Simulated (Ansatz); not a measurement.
# Cu2O: properties at the relaxed cell

The task here is to estimate one member of a computed series from the others.

The COD entry's cell or inner coordinates are ideal or old and differ from later refinements, so a difference from it is no clean test against experiment.

Computed with Ansatz 0.2.0 (DFT PBE, scalar-relativistic, plane waves, PAW, unless a step's input says otherwise).

1 further run of the same task is left out (set aside as unsound or not needed).

## Starting point

It takes space group Pn-3m (No. 224, cubic). Conventional cell: a = 4.298 Å, b = 4.298 Å, c = 4.298 Å, α = 90.00°, β = 90.00°, γ = 90.00°. Around Cu (site symmetry -3m) lie 2 O at 1.86 Å. Around O (site symmetry -43m) lie 4 Cu at 1.86 Å.

As a file:

```
CELL_PARAMETERS angstrom
4.29824 0.00000 0.00000
0.00000 4.29824 0.00000
0.00000 0.00000 4.29824
ATOMIC_POSITIONS crystal
Cu 0.25000 0.25000 0.25000
Cu 0.25000 0.75000 0.75000
Cu 0.75000 0.75000 0.25000
Cu 0.75000 0.25000 0.75000
O 0.00000 0.00000 0.00000
O 0.50000 0.50000 0.50000
```

This cell was relaxed beforehand with the same method: volume 13.23 Å³/atom, gap on the mesh 0.48 eV.

Set-up of the first run:

The input, input.yaml:

```yaml
crystal:
  lattice:
    - [4.2982410438, 0.0, 0.0]
    - [0.0, 4.2982410438, 0.0]
    - [0.0, 0.0, 4.2982410438]
  atoms:
    - { symbol: Cu, position: [0.25, 0.25, 0.25] }
    - { symbol: Cu, position: [0.25, 0.75, 0.75] }
    - { symbol: Cu, position: [0.75, 0.75, 0.25] }
    - { symbol: Cu, position: [0.75, 0.25, 0.75] }
    - { symbol: O, position: [0.0, 0.0, 0.0] }
    - { symbol: O, position: [0.5, 0.5, 0.5] }
basis:
  ecutwfc: 420
kpoints:
  mp_grid: { grid: [8, 8, 8] }
  band_path:
    path:
      - [[0.0, 0.0, 0.0], [0.0, 0.5, 0.0], [0.5, 0.5, 0.0], [0.0, 0.0, 0.0], [0.5, 0.5, 0.5], [0.0, 0.5, 0.0]]
      - [[0.5, 0.5, 0.5], [0.5, 0.5, 0.0]]
    npoints: 14
hamiltonian:
  xc: pbe
scf:
  occupations: { method: gaussian, width: 0.02 }
  n_extra_bands: 15
output:
  forces: true
  stress: true
  eigenvalues: true
  populations: true
  dos: { projected: true, de: 0.02, nscf_kmesh: { grid: [12, 12, 12] } }
  bader: true
```

Command:

```sh
> ansatz run input.yaml --threads 2 --pin off --max-ram 5120MiB --backend cpu --events-out ev --progress --plain --runs-dir out
```

Among the steps run: Static run: bands, density of states and charges; Band edges anywhere in the zone; Eigenvalues a small step from each edge; Volume × 0.97; Point at V/V0 = 1.03; The cell scaled to 0.94 of its volume; The cell scaled to 1.06 of its volume.

One table of the session follows, with a row left open; its other results are not shown here.

It belongs to the step «Fit of the equation of state». 

| volume (Å³/atom) | energy above the lowest point (meV/atom) | pressure (GPa) | gap on the mesh (eV) |
| --- | --- | --- | --- |
| 12.441 | 18.7 | 8.01 | 0.62 |
| 12.838 | 4.4 | 3.66 | 0.54 |
| 13.235 | 0.0 | 0.00 | 0.48 |
| 13.632 | ? | ? | ? |
| 14.029 | 14.9 | -5.67 | 0.36 |

Q: Estimate the row for volume (Å³/atom) = 13.632 from the others.

Worked estimate for «energy above the lowest point (meV/atom)». A straight line through the neighbours (13.235, 0.0) and (14.029, 14.9) gives 0.0 + (14.9 − 0.0) × (13.632 − 13.235) / (14.029 − 13.235) = 7.5; a parabola fitted to 3 rows on both sides gives 3.5.

The run gave: energy above the lowest point (meV/atom): 3.9; pressure (GPa): -3.08; gap on the mesh (eV): 0.42. In «energy above the lowest point (meV/atom)» the line misses by +3.6 and the parabola by -0.4.
